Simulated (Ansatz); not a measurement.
Crystal: MgS (Niningerite).

```
CELL_PARAMETERS angstrom
0.00000 2.60165 2.60165
2.60165 0.00000 2.60165
2.60165 2.60165 0.00000
ATOMIC_POSITIONS crystal
S 0.50000 0.50000 0.50000
Mg 0.00000 0.00000 0.00000
```

```yaml
Program: Ansatz 0.2.0
Task: relaxation of cell and atoms
Functional: PBEsol
Dispersion: D4
Potentials_or_basis: Ansatz PAW
Cutoff: "420 eV (not typed: the program's choice for these potentials)"
k_mesh: 9 × 9 × 9
Occupations: fermi-dirac, width 0.05 eV
Spin: no spin polarisation
```

At the start: volume 17.61 Å³/atom.

Problem. Where does the relaxation end?

Solution. It ends after 4 steps and the volume is 17.07 Å³/atom (-3.1 %); space group Fm-3m (No. 225, to 0.05 Å).

Step by step:
```
step  energy change (eV)  largest force (eV/Å)  volume (Å³)
   1              0.0000                0.0000        35.22
   2             -0.0080                0.0000        34.31
   3             -0.0082                0.0000        34.13
   4             -0.0081                0.0000        34.13
```

Final structure:
```
CELL_PARAMETERS angstrom
0.00000 2.57467 2.57467
2.57467 0.00000 2.57467
2.57467 2.57467 0.00000
ATOMIC_POSITIONS crystal
S 0.50000 0.50000 0.50000
Mg 0.00000 0.00000 0.00000
```

Caveat: the plane-wave basis is chosen anew once the cell has moved, so the energies of steps on either side of that aren't comparable; the PAW data sets come from PBE, with cores solved anew for the run's functional, which leaves a small shift of forces and pressure.
